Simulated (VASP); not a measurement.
# HfB2 (P4_2/nmc) in VASP: further runs

One crystal, HfB2, is run at these levels: PBE; tasks: single point.

Everything below comes from runs of VASP 6.6.1. Logs are shortened: lines on timing, memory, paths and dates and some standing lists are left out, and cuts for length are marked.

### 1 The crystal as given

The structure is tetragonal, space group P4_2/nmc (No. 137). Conventional cell: a = 2.777 Å, b = 2.777 Å, c = 8.007 Å, α = 90.00°, β = 90.00°, γ = 90.00°. Hf (site symmetry -4m2) is surrounded by 4 B at 1.71 Å. B (site symmetry 2mm) has 2 Hf at 1.71 Å as nearest neighbours.

The cell was built by a generator and needn't be a form met in nature.

### 2 Single point, PBE

INCAR

```
SYSTEM = HfB2
ALGO = Fast
EDIFF = 1E-6
ENCUT = 520
GGA = PE
ISIF = 2
ISMEAR = 0
LASPH = .True.
LCHARG = .True.
LELF = .True.
LREAL = .False.
LVHAR = .True.
LWAVE = .False.
NBANDS = 25
NELM = 100
PREC = Accurate
SIGMA = 0.1
```

KPOINTS

```
k-points
0
Gamma
  6 6 2
  0 0 0
```

POSCAR

```
HfB2
1.0
    2.7765703350      0.0000000000      0.0000000000
    0.0000000000      2.7765703350      0.0000000000
    0.0000000000      0.0000000000      8.0070285066
Hf B
2 4
Direct
    0.0000000000      0.0000000000      0.0000000000
    0.5000000000      0.5000000000      0.5000000000
    0.0000000000      0.5000000000      0.1250000000
    0.0000000000      0.5000000000      0.6250000000
    0.5000000000      0.0000000000      0.3750000000
    0.5000000000      0.0000000000      0.8750000000
```

Potentials or basis: VASP PAW PBE potentials, release 64 (Hf_pv, B).

Command:

```
$ cat potpaw_PBE.64/Hf_pv/POTCAR potpaw_PBE.64/B/POTCAR > POTCAR
$ mpirun -np 1 vasp_std > vasp.out
```

OUTCAR:

```text
SYSTEM = HfB2
   EDIFF = 1E-6
   ENCUT = 520
   GGA = PE
   ISIF = 2
   ISMEAR = 0
   LASPH = .True.
   LREAL = .False.
   NELM = 100
   PREC = Accurate

 ion  position               nearest neighbor table
   1  0.000  0.000  0.000-   3 1.71   6 1.71   3 1.71   6 1.71
   2  0.500  0.500  0.500-   4 1.71   5 1.71   5 1.71   4 1.71
   3  0.000  0.500  0.125-   1 1.71   1 1.71
   4  0.000  0.500  0.625-   2 1.71   2 1.71
   5  0.500  0.000  0.375-   2 1.71   2 1.71
   6  0.500  0.000  0.875-   1 1.71   1 1.71

  LATTYP: Found a simple tetragonal cell.
 ALAT       =     2.7765703350
 C/A-ratio  =     2.8837837838

  Lattice vectors:

 A1 = (   2.7765703350,   0.0000000000,   0.0000000000)
 A2 = (   0.0000000000,   2.7765703350,   0.0000000000)
 A3 = (   0.0000000000,   0.0000000000,   8.0070285066)

Analysis of symmetry for initial positions (statically):
=====================================================================
 Subroutine PRICEL returns:
 Original cell was already a primitive cell.

 Routine SETGRP: Setting up the symmetry group for a
 simple tetragonal supercell.

 Subroutine GETGRP returns: Found 16 space group operations
 (whereof  8 operations were pure point group operations)
 out of a pool of 16 trial point group operations.

The static configuration has the point symmetry D_2d.
 The point group associated with its full space group is D_4h.

Analysis of symmetry for dynamics (positions and initial velocities):
=====================================================================
 Subroutine PRICEL returns:
 Original cell was already a primitive cell.

 Routine SETGRP: Setting up the symmetry group for a
 simple tetragonal supercell.

 Subroutine GETGRP returns: Found 16 space group operations
 (whereof  8 operations were pure point group operations)
 out of a pool of 16 trial point group operations.

The dynamic configuration has the point symmetry D_2d.
 The point group associated with its full space group is D_4h.

 Subroutine INISYM returns: Found 16 space group operations
 (whereof  8 operations are pure point group operations),
 and found     1 'primitive' translations

----------------------------------------------------------------------------------------

                                     Primitive cell

  volume of cell :      61.7289

  direct lattice vectors                    reciprocal lattice vectors
     2.776570335  0.000000000  0.000000000     0.360156553  0.000000000  0.000000000
     0.000000000  2.776570335  0.000000000     0.000000000  0.360156553  0.000000000
     0.000000000  0.000000000  8.007028507     0.000000000  0.000000000  0.124890276

  length of vectors
     2.776570335  2.776570335  8.007028507     0.360156553  0.360156553  0.124890276

  position of ions in fractional coordinates (direct lattice)
     0.000000000  0.000000000  0.000000000
     0.500000000  0.500000000  0.500000000
     0.000000000  0.500000000  0.125000000
     0.000000000  0.500000000  0.625000000
     0.500000000  0.000000000  0.375000000
     0.500000000  0.000000000  0.875000000

  ion indices of the primitive-cell ions
   primitive index   ion index
                 1           1
                 2           2
                 3           3
                 4           4
                 5           5
                 6           6

----------------------------------------------------------------------------------------

 KPOINTS: k-points

Automatic generation of k-mesh.
 Grid dimensions read from file:
 generate k-points for:    6    6    2

 Generating k-lattice:

  Cartesian coordinates                     Fractional coordinates (reciprocal lattice)
     0.060026092  0.000000000  0.000000000     0.166666667  0.000000000  0.000000000
     0.000000000  0.060026092  0.000000000     0.000000000  0.166666667  0.000000000
     0.000000000  0.000000000  0.062445138     0.000000000  0.000000000  0.500000000

  Length of vectors
     0.060026092  0.060026092  0.062445138

  Shift w.r.t. Gamma in fractional coordinates (k-lattice)
     0.000000000  0.000000000  0.000000000

 Subroutine IBZKPT returns following result:
 ===========================================

 Found     20 irreducible k-points:

 Following reciprocal coordinates:
            Coordinates               Weight
  0.000000  0.000000  0.000000      1.000000
  0.166667  0.000000  0.000000      4.000000
  0.333333  0.000000  0.000000      4.000000
  0.500000  0.000000  0.000000      2.000000
  0.166667  0.166667  0.000000      4.000000
  0.333333  0.166667  0.000000      8.000000
[... 12 lines left out ...]
  0.500000  0.333333  0.500000      4.000000
  0.500000  0.500000  0.500000      1.000000
   k-points           NKPTS =     20   k-points in BZ     NKDIM =     20   number of bands    NBANDS=     25
   number of dos      NEDOS =    301   number of ions     NIONS =      6
   total plane-waves  NPLWV =  34560
   dimension x,y,z NGX =    24 NGY =   24 NGZ =   60
   dimension x,y,z NGXF=    48 NGYF=   48 NGZF=  120
   ions per type =               2   4
   NGX,Y,Z   is equivalent  to a cutoff of  14.37, 14.37, 12.46 a.u.
   NGXF,Y,Z  is equivalent  to a cutoff of  28.74, 28.74, 24.92 a.u.
 SYSTEM =  HfB2
   PREC   = accura    normal or accurate (medium, high low for compatibility)
   ISTART =      0    job   : 0-new  1-cont  2-samecut
   ICHARG =      2    charge: 1-file 2-atom 10-const
   ISPIN  =      1    spin polarized calculation?
   LNONCOLLINEAR =      F non collinear calculations
   LSORBIT =      F    spin-orbit coupling
   LASPH  =      T    aspherical Exc in radial PAW
   ENCUT  =  520.0 eV  38.22 Ry    6.18 a.u.   5.16  5.16 14.89*2*pi/ulx,y,z
   NELM   =    100;   NELMIN=  2; NELMDL= -5     # of ELM steps
   EDIFF  = 0.1E-05   stopping-criterion for ELM
   LREAL  =      F    real-space projection
   EDIFFG = 0.1E-04   stopping-criterion for IOM
   NSW    =      0    number of steps for IOM
   IBRION =     -1    ionic relax: 0-MD 1-quasi-New 2-CG
   NFREE  =      0    steps in history (QN), initial steepest desc. (CG)
   ISIF   =      2    stress and relaxation
   ISYM   =      2    0-nonsym 1-usesym 2-fastsym
   POTIM  = 0.5000    time-step for ionic-motion
   TEBEG  =    0.0;   TEEND  =   0.0 temperature during run
   PSTRESS=    0.0 pullay stress
   NELECT =      32.0000    total number of electrons
   NUPDOWN=      -1.0000    fix difference up-down
   EMIN   =  10.00;   EMAX   =-10.00  energy-range for DOS
   EFERMI =   0.00;   METHOD = LEGACY
   ISMEAR =     0;   SIGMA  =   0.10  broadening in eV -4-tet -1-fermi 0-gaus
   EFERMI_NEDOS =   21; number of points for ismear=-14 and -15
   IALGO  =     68    algorithm
   IMIX   =      4    mixing-type and parameters
     AMIX     =   0.40;   BMIX     =  1.00
     AMIX_MAG =   1.60;   BMIX_MAG =  1.00
  volume/ion in A,a.u.               =      10.29        69.43
  Fermi-wavevector in a.u.,A,eV,Ry     =   1.315109  2.485197 23.531453  1.729513
  Thomas-Fermi vector in A             =   2.445315
   LORBIT       =      0    0 simple, 1 ext, 2 COOP (PROOUT), +10 PAW based schemes
   GGA     = PE    functional components
   LHFCALC =     F    Hartree Fock is set to
   AEXX    =    0.0000 exact exchange contribution
   IVDW    =     0    specifies the selected vdW correction
   LEPSILON=     F    determine dielectric tensor
   LRPA    =     F    only Hartree local field effects (RPA)
 non-spin polarized calculation
 RMM-DIIS sequential band-by-band and
 Gauss-broadening in eV      SIGMA  =   0.10
  energy-cutoff  :      520.00
  volume of cell :       61.73
 maximum number of plane-waves:      1685
 NGX is ok and might be reduce to    24
   NGX = 11   NGY = 11   NGZ = 29

 number of electron      32.0000001 magnetization

 Free energy of the ion-electron system (eV)
  ---------------------------------------------------
  ext. energy  EPLUGINS =         0.00000000
  ---------------------------------------------------
  free energy    TOTEN  =       -11.04127580 eV

  energy without entropy =      -11.02052053  energy(sigma->0) =      -11.03089816

 E-fermi :   5.5908     XC(G=0): -11.9600

 val. band max:        5.5673890611   @ k =   0.3333   0.3333   0.0000
 cond. band min:       5.6082662293   @ k =   0.5000   0.0000   0.0000
 fundamental gap:      0.0408771682
 Fermi energy:         5.5908239162

 k-point     1 :       0.0000    0.0000    0.0000
  band No.  band energies     occupation
      1     -23.8331      2.00000
      2     -23.7760      2.00000
      3     -23.1255      2.00000
      4     -23.1255      2.00000
      5     -23.1214      2.00000
      6     -23.1214      2.00000
[... 17 lines left out ...]
     24      12.9814      0.00000
     25      14.5647      0.00000

 k-point     2 :       0.1667    0.0000    0.0000
  band No.  band energies     occupation
      1     -23.8012      2.00000
      2     -23.7552      2.00000
      3     -23.6137      2.00000
      4     -23.6131      2.00000
      5     -23.0806      2.00000
      6     -23.0771      2.00000
[... 17 lines left out ...]
     24      13.5910      0.00000
     25      14.5976      0.00000

 k-point     3 :       0.3333    0.0000    0.0000
  band No.  band energies     occupation
      1     -24.5218      2.00000
      2     -24.5204      2.00000
      3     -23.7060      2.00000
      4     -23.6771      2.00000
      5     -22.9893      2.00000
      6     -22.9872      2.00000
[... 440 lines left out ...]
 k-point    19 :       0.5000    0.3333    0.5000
  band No.  band energies     occupation
      1     -24.7174      2.00000
      2     -24.7174      2.00000
      3     -24.2603      2.00000
      4     -24.2603      2.00000
      5     -23.5626      2.00000
      6     -23.5626      2.00000
[... 17 lines left out ...]
     24      11.0193      0.00000
     25      12.5938      0.00000

 k-point    20 :       0.5000    0.5000    0.5000
  band No.  band energies     occupation
      1     -24.6454      2.00000
      2     -24.6454      2.00000
      3     -24.6454      2.00000
      4     -24.6454      2.00000
      5     -23.5341      2.00000
      6     -23.5341      2.00000
[... 17 lines left out ...]
     24      12.3556      0.00000
     25      12.3574      0.00000

------------------------ aborting loop because EDIFF is reached ----------------------------------------

  FORCE on cell =-STRESS in cart. coord.  units (eV):
  Direction    XX          YY          ZZ          XY          YZ          ZX
  --------------------------------------------------------------------------------------
  -------------------------------------------------------------------------------------
  Total       60.5096838     60.5096838     60.0164388      0.0000000      0.0000000      0.0000000
  in kB     1570.5317946   1570.5317946   1557.7295956      0.0000000      0.0000000      0.0000000
  external PRESSURE =    1566.2643950 kB  Pullay stress =       0.0000000 kB

 VOLUME and BASIS-vectors are now :
 -----------------------------------------------------------------------------
  energy-cutoff  :      520.00
  volume of cell :       61.73
      direct lattice vectors                 reciprocal lattice vectors
     2.776570335  0.000000000  0.000000000     0.360156553  0.000000000  0.000000000
     0.000000000  2.776570335  0.000000000     0.000000000  0.360156553  0.000000000
     0.000000000  0.000000000  8.007028507     0.000000000  0.000000000  0.124890276

 POSITION                                       TOTAL-FORCE (eV/Angst)
 -----------------------------------------------------------------------------------
      0.00000      0.00000      0.00000        -0.000000      0.000000      0.000000
      1.38829      1.38829      4.00351        -0.000000     -0.000000      0.000000
      0.00000      1.38829      1.00088        -0.000000      0.000000     16.007246
      0.00000      1.38829      5.00439        -0.000000      0.000000     16.007246
      1.38829      0.00000      3.00264         0.000000      0.000000    -16.007246
      1.38829      0.00000      7.00615         0.000000      0.000000    -16.007246
 -----------------------------------------------------------------------------------
    total drift:                                0.000000      0.000000      0.000000

  FREE ENERGIE OF THE ION-ELECTRON SYSTEM (eV)
  ---------------------------------------------------
  free  energy   TOTEN  =       -11.0412758006 eV

  energy  without entropy=      -11.0205205287  energy(sigma->0) =      -11.03089816
```

Wall time 28 s (1 thread of Intel Xeon Platinum 8488C (Sapphire Rapids), shared host); peak memory 0.19 GiB.

What came out:

| Item | Value |
| --- | --- |
| Free energy | -11.0413 eV |
| Pressure | 156.6 GPa |
| Largest force | 16.007 eV/Å |
| Band gap on the k mesh | none (metal or under the smearing width) |

Forces on the atoms (eV/Å):
```
Hf    0.000   0.000   0.000
Hf    0.000   0.000   0.000
B     0.000   0.000  16.007
B     0.000   0.000  16.007
B     0.000   0.000 -16.007
B     0.000   0.000 -16.007
```

Caveat: the k mesh is coarse (spacing up to 0.39 Å⁻¹), so the values aren't converged; a pressure of tens of GPa on the cell as given is suspect, and the run, the potentials or the cell itself is likely at fault; forces of over 1 eV/Å show positions far from the minimum, so gaps and moduli don't describe the material at rest. Spin-orbit coupling is left out, which matters for the levels of Hf.

[end of part 1 of 2]
